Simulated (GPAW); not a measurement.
A run of GPAW 26.7.0 is set up as follows.

The input run.py:

```python
from ase.dft.bandgap import bandgap
from ase.io import read, write
from ase.units import GPa
from gpaw import GPAW, PW

atoms = read('POSCAR')

calc = GPAW(mode=PW(600),
            xc='MGGA_X_SCAN+MGGA_C_SCAN',
            kpts={'size': (9, 9, 9), 'gamma': True},
            occupations={'name': 'fermi-dirac', 'width': 0.05},
            nbands=14,
            convergence={'density': 1e-05, 'energy': 1e-05},
            maxiter=150,
            txt='gpaw.txt')
atoms.calc = calc
energy = atoms.get_potential_energy()
forces = atoms.get_forces()
stress = atoms.get_stress()
calc.write('gs.gpw')
write('result.traj', atoms)
print(f'Energy: {energy:.6f} eV')
print('Forces (eV/A):')
print(forces.round(4))
print('Stress (GPa):', (stress / GPa).round(3))
print('Fermi level:', round(calc.get_fermi_level(), 4), 'eV')
print(f'Gap: {bandgap(calc)[0]:.4f} eV, direct: {bandgap(calc, direct=True)[0]:.4f} eV')
```

File POSCAR:

```
Hf
1.0
    2.9138100000      0.0000000000      0.0000000000
    0.0000000000      2.9138100000      0.0000000000
    0.0000000000      0.0000000000      2.9138100000
Hf
1
Direct
    0.5000000000      0.5000000000      0.5000000000
```

Potentials or basis: GPAW PAW data sets (gpaw-data 1.2.1), pw.

The run is started by

```bash
$ OMP_NUM_THREADS=1 python run.py
```

(1) What does it give for the pressure?

(2) What does it give for the band gap on the k mesh?

## Answers

(1) -3.2 GPa.

(2) none (metal or under the smearing width).

Caveat: the PAW data sets were made with another functional, which shifts forces and pressure a little.
